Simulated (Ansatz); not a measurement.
# Relaxing MnF2 (CdI2-type structure)

Method: PBE+U (U_eff = 3.9 eV on Mn 3d), scalar-relativistic; collinear spin; PAW, 420 eV, Γ-centred 8×8×6 mesh, 0.05 eV Gaussian smearing; code Ansatz; PAW files: Ansatz's generated set soft_2.

The start was a prototype's sites filled with these elements. The Crystallography Open Database lists the compound in space group P42/mnm, so this is a trial structure.

The start:

```xyz
3
Lattice="3.0590 0.0000 0.0000 -1.5295 2.6492 0.0000 0.0000 0.0000 4.9348" Properties=species:S:1:pos:R:3 pbc="T T T"
Mn    0.0000    0.0000    0.0000
F     0.0000    1.7661    1.2436
F     1.5295    0.8831    3.6912
```

Moments typed, the run going on from the state of an earlier one (μB, in the order of the atoms): 5.0, 0.0, 0.0.

The first steps of the search for zero pressure:

```csv
run,level,k-mesh,kind,V (Å³/atom),P (GPa),gap on the mesh (eV),largest moment (μB)
1,PBE+U,8×8×6,fixed cell,13.33,4.0,3.20,4.26
```

In a fixed cell the atoms aren't relaxed, so its pressure can be far from that of the relaxed cell at the same volume.

**Question.** At which volume does PBE+U reach zero pressure?

**Answer.** 16.29 Å³/atom, about 22.2 % over the start.

The steps that followed:

```csv
run,level,k-mesh,kind,V (Å³/atom),P (GPa),E − E(final) (meV/atom),gap on the mesh (eV),largest moment (μB)
2,PBE+U,8×8×6,"shape and atoms relaxed, volume fixed",13.33,3.2,19.8,2.97,4.28
3,PBE+U,8×8×6,"shape and atoms relaxed, volume fixed",13.62,2.5,14.7,2.98,4.28
4,PBE+U,8×8×6,"shape and atoms relaxed, volume fixed",14.88,0.5,3.1,3.08,4.30
5,PBE+U,8×8×6,"shape and atoms relaxed, volume fixed",15.38,0.1,1.4,3.11,4.30
6,PBE+U,8×8×6,"shape and atoms relaxed, volume fixed",15.60,0.3,0.8,3.13,4.30
7,PBE+U,8×8×6,"shape and atoms relaxed, volume fixed",16.38,-0.1,0.2,3.17,4.30
8,PBE+U,8×8×6,"shape and atoms relaxed, volume fixed",16.11,0.2,0.1,3.17,4.30
9,PBE+U,8×8×6,"shape and atoms relaxed, volume fixed",16.26,0.0,0.0,3.18,4.30
10,PBE+U,8×8×6,"shape and atoms relaxed, volume fixed",16.29,0.0,0.0,3.18,4.30
```

The final structure (symmetry read at 0.01 Å). Symmetry: P-3m1, No. 164, trigonal system. Conventional cell: a = 3.374 Å, b = 3.374 Å, c = 4.958 Å, α = 90.00°, β = 90.00°, γ = 120.00°. Around Mn (site symmetry -3m) lie 6 F at 2.17 Å. F (site symmetry 3m) has 3 Mn at 2.17 Å as nearest neighbours. (Shells end 15 % past the nearest neighbour.)

| atom | site | symmetry | x | y | z |
| --- | --- | --- | --- | --- | --- |
| Mn | 1a | -3m. | 0.0000 | 0.0000 | 0.0000 |
| F | 2d | 3m. | 0.3333 | 0.6667 | 0.1943 |

Of 4 converged starts of the open shells, 4 reached the lowest state found. Among 6 magnetic starts the lowest energy, to 0.5 meV/atom, came from: ferromagnetic; antiferromagnetic, doubled cell, propagation vector (0, 0, 1/2); antiferromagnetic, doubled cell, propagation vector (0, 1/2, 0); antiferromagnetic, doubled cell, propagation vector (0, 1/2, 1/2); small parallel starting moments. The next state (no spin polarisation) lies 1551.8 meV/atom higher. At the final geometry the gap, band path included, is 3.18 eV and the site spin moments are Mn 4.30; F 0.07 μB. The elastic tensor is positive definite (smallest eigenvalue 0.2 GPa). The runs in the table took roughly 6 core-minutes.

**Reading the result.**

Within 0.6 eV of the edges the projected states are 51 % Mn 3d at the top of the valence band and 79 % Mn 4s at the bottom of the conduction band. 

Bader charges against formal ones: Mn +1.62 (+2), F −0.81 (−1). The cations give up 81 % of the formal charge; Bader charges stay under formal ones because the anions' density reaches into the cations' basins, though a share this high marks a strongly ionic bond.

Open d and f shells can converge to several self-consistent states; this is the one that the run reached. Site moments are of spin, integrated over atomic spheres.
